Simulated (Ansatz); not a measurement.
# W: stress in a strained cell

W is deformed so: equal xy, yz and zx engineering shear strains of +3 %. What stress and forces result, by LAPW, PAW and all-electron datasets made for the crystal?

The COD cell was measured well above room temperature, so it is larger than a cold one.

Computed with Ansatz 0.2.0 (DFT PBE, scalar-relativistic, unless a step's input says otherwise).

## Step 1: Starting point

It takes space group Im-3m (No. 229, cubic). The conventional cell has a = 3.195 Å, b = 3.195 Å, c = 3.195 Å, α = 90.00°, β = 90.00°, γ = 90.00°. W (site symmetry m-3m) is surrounded by 8 W at 2.77 Å.

As a file:

```cif
data_structure
_symmetry_space_group_name_H-M 'P 1'
_symmetry_Int_Tables_number 1
_cell_length_a 2.7666
_cell_length_b 2.7666
_cell_length_c 2.7666
_cell_angle_alpha 109.471
_cell_angle_beta 109.471
_cell_angle_gamma 109.471
_cell_volume 16.30
loop_
_atom_site_label
_atom_site_type_symbol
_atom_site_fract_x
_atom_site_fract_y
_atom_site_fract_z
_atom_site_occupancy
W1 W 0.00000 0.00000 0.00000 1
```

## Step 2: The deformed structure

Space group Im-3m before, R-3m after.

## Step 3: All-electron LAPW

Contents of input.yaml:

```yaml
crystal:
  lattice:
    - [-1.549381, 1.5973, 1.5973]
    - [1.5973, -1.549381, 1.5973]
    - [1.5973, 1.5973, -1.549381]
  atoms:
    - { symbol: W, position: [0.0, 0.0, 0.0] }
kpoints:
  mp_grid: { grid: [14, 14, 14] }
scf:
  occupations: { method: fermi_dirac, width: 0.03 }
hamiltonian:
  xc: pbe
  pseudopotentials: { kind: all_electron, lapw: { basis_error: 0.001 } }
output:
  forces: true
  stress: true
  eigenvalues: true
```

On the command line:

```console
> ansatz run input.yaml --threads 1 --pin off --max-ram 2048MiB --backend cpu --events-out ev --progress --plain --runs-dir out
```

## Step 4: Frozen-core PAW

Changes to input.yaml since step 3:

```diff
@@ -13,3 +13,3 @@
   xc: pbe
-  pseudopotentials: { kind: all_electron, lapw: { basis_error: 0.001 } }
+  pseudopotentials: { kind: paw }
 output:
@@ -18 +18,2 @@
   eigenvalues: true
+  efg: { contact_densities: true }
```

## Step 5: All-electron PAW on datasets made for the crystal

Changes to input.yaml since step 4:

```diff
@@ -13,3 +13,3 @@
   xc: pbe
-  pseudopotentials: { kind: paw }
+  pseudopotentials: { kind: all_electron, datasets: crystal }
 output:
```

(Steps that only read results are left out.)

**Question.** What will these runs give? Wanted: pressure; largest shear or deviatoric stress.

The runs gave:

| quantity | value |
| --- | --- |
| pressure | LAPW -2.35, PAW -2.44, crystal datasets -2.35 GPa |
| largest shear or deviatoric stress (LAPW) | 3.68 GPa |

The largest part of the stress beyond the pressure is 3.68 GPa in size. No run of the undeformed cell stands beside it, so pressure and stress hold what the given cell had before the change, as far as its symmetry allows. PAW: stress within 0.10 GPa of LAPW. Crystal datasets: stress within 0.01 GPa of LAPW. Spin-orbit coupling is left out, though the cell holds W; in elements this heavy it can shift bands and gaps by tenths of an eV.
